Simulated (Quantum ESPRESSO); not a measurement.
## Al: phonons at U under several settings

```xyz
1
Lattice="0.0000 2.0248 2.0248 2.0248 0.0000 2.0248 2.0248 2.0248 0.0000" Properties=species:S:1:pos:R:3 pbc="T T T"
Al    0.0000    0.0000    0.0000
```

All runs used Quantum ESPRESSO 7.5; k mesh 11 × 11 × 11; relaxed cell; no spin polarisation; cutoff 612 eV; occupations cold, width 0.2 eV.

```csv
level,potentials,volume (Å³/atom),frequencies (cm⁻¹)
LDA,GBRV 1.5 LDA,15.83,182 266 292
PBE,GBRV 1.5 PBE,16.52,176 259 284
PBEsol,GBRV 1.5 PBEsol,?,?
PW91,GBRV 1.5 PBE,16.60,168 252 275
AM05,GBRV 1.5 PBE,16.11,192 275 302
WC,GBRV 1.5 PBE,16.26,178 262 288
vdW-DF-cx,GBRV 1.5 PBE,16.34,177 262 288
```

What stands in the row left open?

Volume 16.19 Å³/atom; frequencies 183 266 292 cm⁻¹.

Caveats: the q point doesn't lie on the k mesh, which can shift a metal's frequencies strongly unless the mesh is converged; the potentials were made for another functional, which shifts forces and pressure (some runs); the relaxation stopped at its first step, so nothing moved (some runs).

For the row left open. Caveat: the q point doesn't lie on the k mesh, which can shift a metal's frequencies strongly unless the mesh is converged.
